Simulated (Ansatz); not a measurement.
**Si (lonsdaleite (2H) type): Wannier functions and tight-binding models**

Aim: build maximally localised Wannier functions for Si (lonsdaleite (2H) type) from several sets of trial orbitals, and check spreads and centres, and how well the models interpolate the bands. The runs, in order: PBE, valence s p on half of the atoms, 6×6×4; PBE, valence s p on half of the atoms, 6×6×2; PBE, valence s p on half of the atoms, 12×12×4; PBE, all s p, disentangled, 6×6×4; r2SCAN, valence s p on half of the atoms, 6×6×4; r2SCAN, all s p, disentangled, 6×6×4; HSE06, valence s p on half of the atoms, 6×6×4; HSE06, all s p, disentangled, 6×6×4 (level, trial orbitals, Wannier mesh).

Method: plane waves, PAW, in Ansatz 0.2.0.

1 further run of the same task is left out (it didn't finish). Runs told in other sessions of the task aren't counted.

**1. The structure to begin with**

It takes space group P6_3/mmc (No. 194, hexagonal). The conventional cell has a = 3.832 Å, b = 3.832 Å, c = 6.341 Å, α = 90.00°, β = 90.00°, γ = 120.00°. Around Si (site symmetry 3m) lie 4 Si at 2.35 to 2.37 Å.

As a file:

```cif
data_structure
_symmetry_space_group_name_H-M 'P6_3/mmc'
_symmetry_Int_Tables_number 194
_cell_length_a 3.8321
_cell_length_b 3.8321
_cell_length_c 6.3412
_cell_angle_alpha 90.000
_cell_angle_beta 90.000
_cell_angle_gamma 120.000
_cell_volume 80.65
loop_
_atom_site_label
_atom_site_type_symbol
_atom_site_symmetry_multiplicity
_atom_site_Wyckoff_symbol
_atom_site_fract_x
_atom_site_fract_y
_atom_site_fract_z
_atom_site_occupancy
Si1 Si 4 f 0.33333 0.66667 0.56306 1
```

Cell and atoms come from an earlier r2SCAN relaxation.

**2. PBE, valence s p on half of the atoms, 6×6×4**

input.yaml

```yaml
crystal:
  lattice:
    - [3.832129532, 0.0, 0.0]
    - [-1.916064766, 3.3187215253, 0.0]
    - [0.0, 0.0, 6.3412168948]
  atoms:
    - { symbol: Si, position: [0.3333333333, 0.6666666667, 0.0005609416] }
    - { symbol: Si, position: [0.6666666667, 0.3333333333, 0.5005609416] }
    - { symbol: Si, position: [0.3333333333, 0.6666666667, 0.3744390584] }
    - { symbol: Si, position: [0.6666666667, 0.3333333333, 0.8744390584] }
kpoints:
  mp_grid: { grid: [6, 6, 4] }
  band_path:
    path:
      - [[0.0, 0.0, 0.0], [0.5, 1.616333554311e-17, 2.681311257198e-19], [0.3333333333333, 0.3333333333333, 1.787540838132e-19], [0.0, 0.0, 0.0], [-1.13935728802e-37, 3.748227419751e-36, 0.5], [0.5, 1.613883798574e-17, 0.5], [0.3333333333333, 0.3333333333333, 0.5], [-1.13935728802e-37, 3.748227419751e-36, 0.5]]
      - [[0.5, 1.613883798574e-17, 0.5], [0.5, 1.616333554311e-17, 2.681311257198e-19]]
      - [[0.3333333333333, 0.3333333333333, 0.5], [0.3333333333333, 0.3333333333333, 1.787540838132e-19]]
    npoints: 10
hamiltonian:
  xc: pbe
scf:
  occupations: { method: fixed }
  n_extra_bands: 6
output:
  forces: false
  stress: false
  eigenvalues: true
  wannier:
    kmesh: [6, 6, 4]
    projections:
      - { site: 0, l: s, shell: 3 }
      - { site: 0, l: p, shell: 3 }
      - { site: 2, l: s, shell: 3 }
      - { site: 2, l: p, shell: 3 }
    minimise: true
    write_hr: true
    conv_tol: 1.0e-08
    max_iter: 3000
```

Run with:

```
> ansatz run input.yaml --threads 4 --pin off --max-ram 3686MiB --backend cpu --events-out ev --progress --plain --runs-dir out
```

After this run come: PBE, valence s p on half of the atoms, 6×6×2; PBE, valence s p on half of the atoms, 12×12×4; PBE, all s p, disentangled, 6×6×4; r2SCAN, valence s p on half of the atoms, 6×6×4; r2SCAN, all s p, disentangled, 6×6×4; HSE06, valence s p on half of the atoms, 6×6×4; HSE06, all s p, disentangled, 6×6×4.

**Question.** What will the summary of the whole plan be? Wanted: total spread, PBE, valence s p on half of the atoms, 6×6×4; total spread, PBE, valence s p on half of the atoms, 6×6×2; total spread, PBE, valence s p on half of the atoms, 12×12×4; total spread, PBE, all s p, disentangled, 6×6×4; total spread, r2SCAN, valence s p on half of the atoms, 6×6×4; total spread, r2SCAN, all s p, disentangled, 6×6×4; total spread, HSE06, valence s p on half of the atoms, 6×6×4; total spread, HSE06, all s p, disentangled, 6×6×4; centres of the first set.

As calculated:

| quantity | value |
| --- | --- |
| total spread, PBE, valence s p on half of the atoms, 6×6×4 | 23.33 Å² over 8 functions |
| total spread, PBE, valence s p on half of the atoms, 6×6×2 | 20.07 Å² over 8 functions |
| total spread, PBE, valence s p on half of the atoms, 12×12×4 | 26.21 Å² over 8 functions |
| total spread, PBE, all s p, disentangled, 6×6×4 | 29.05 Å² over 16 functions |
| total spread, r2SCAN, valence s p on half of the atoms, 6×6×4 | 23.39 Å² over 8 functions |
| total spread, r2SCAN, all s p, disentangled, 6×6×4 | 29.86 Å² over 16 functions |
| total spread, HSE06, valence s p on half of the atoms, 6×6×4 | 23.19 Å² over 8 functions |
| total spread, HSE06, all s p, disentangled, 6×6×4 | 30.29 Å² over 16 functions |
| centres of the first set | 0.18 to 1.06 Å from the nearest atom |

With PBE, valence s p on half of the atoms, 6×6×4 the 8 functions move off the atoms, with a mean spread of 2.92 Å²; 87 % of the total is gauge invariant. The total spread goes from 20.07 Å² on 6×6×2 to 26.21 Å² on 12×12×4: finite differences in k understate it on coarse meshes, while the largest miss of a band goes from 2.24 to 1.98 eV. On one set and mesh the functional gives 23.33 (PBE), 23.39 (r2SCAN), 23.19 (HSE06) Å². The disentangled models miss some band by up to 2.0 eV, which may lie outside their frozen windows.
